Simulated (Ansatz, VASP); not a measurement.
Two plane-wave programs on TaSi2

File INCAR:

```
SYSTEM = TaSi2
PREC = Accurate
ENCUT = 600
EDIFF = 1E-6
ISMEAR = 0
SIGMA = 0.1
LREAL = .FALSE.
LASPH = .TRUE.
NELM = 100
ALGO = Normal
ISIF = 3
LWAVE = .FALSE.
LCHARG = .FALSE.
GGA = PE
IBRION = 2
NSW = 90
EDIFFG = -0.04
```

KPOINTS

```
Automatic mesh
0
G
  6 6 4
  0 0 0
```

File POSCAR:

```
TaSi2
1.0
    3.1162687500      0.0000000000      0.0000000000
   -1.5581343700      2.6987679000      0.0000000000
    0.0000000000      0.0000000000      6.6151951800
Ta Si
1 2
Direct
    0.0000000000      0.0000000000      0.5000000000
    0.3333333300      0.6666666700      0.0000000000
    0.6666666700      0.3333333300      0.0000000000
```

Input for Ansatz:

```yaml
crystal:
  lattice:
    - [3.11626875, 0.0, 0.0]
    - [-1.55813437, 2.6987679, 0.0]
    - [0.0, 0.0, 6.61519518]
  atoms:
    - { symbol: Ta, position: [0.0, 0.0, 0.5] }
    - { symbol: Si, position: [0.33333333, 0.66666667, 0.0] }
    - { symbol: Si, position: [0.66666667, 0.33333333, 0.0] }
basis:
  ecutwfc: 420
kpoints:
  mp_grid: { grid: [6, 6, 4] }
hamiltonian:
  xc: pbe
scf:
  occupations: { method: gaussian, width: 0.1 }
  lower_state_search: "off"
output:
  forces: true
  stress: true
  eigenvalues: true
relax:
  adjacent_minimum: "off"
  f_tol: 0.04
  max_steps: 70
  cell: { stress_tol: 0.4 }
```

Alike in both runs: task relaxation of cell and atoms; functional PBE; k mesh 6 × 6 × 4; occupations gaussian, width 0.1 eV; no spin polarisation.

|  | VASP | Ansatz |
| --- | --- | --- |
| version | VASP 6.6.1 | Ansatz 0.2.0 |
| potentials or method | VASP PAW PBE potentials, release 64 (Ta_pv, Si) | scalar-relativistic, plane waves, PAW |
| plane-wave cutoff (eV) | 600 | 420 |
| valence electrons in the cell | 19 | 21 |

```csv
,VASP,Ansatz,Ansatz less VASP
"gap on the k mesh at the Fermi level, each at its own relaxed structure (eV)",none,none,-
relaxed volume (Å³/atom),14.65,14.67,+0.021
relaxed cell length with the largest relative difference (Å),4.326,4.331,+0.0049
energy change over the relaxation (meV/atom),-3783,-3799,-15.8
```

A gap of «none» marks a metal or a gap that the smearing closes. The two sets of potentials don't hold the same shells in valence.

Caveats: the k mesh is coarse (spacing up to 0.39 Å⁻¹), so the values aren't converged; the volume moved by over 15 % at a fixed basis, so the end points are rough (VASP). The runs have no spin-orbit coupling, so splittings on Ta are missing.
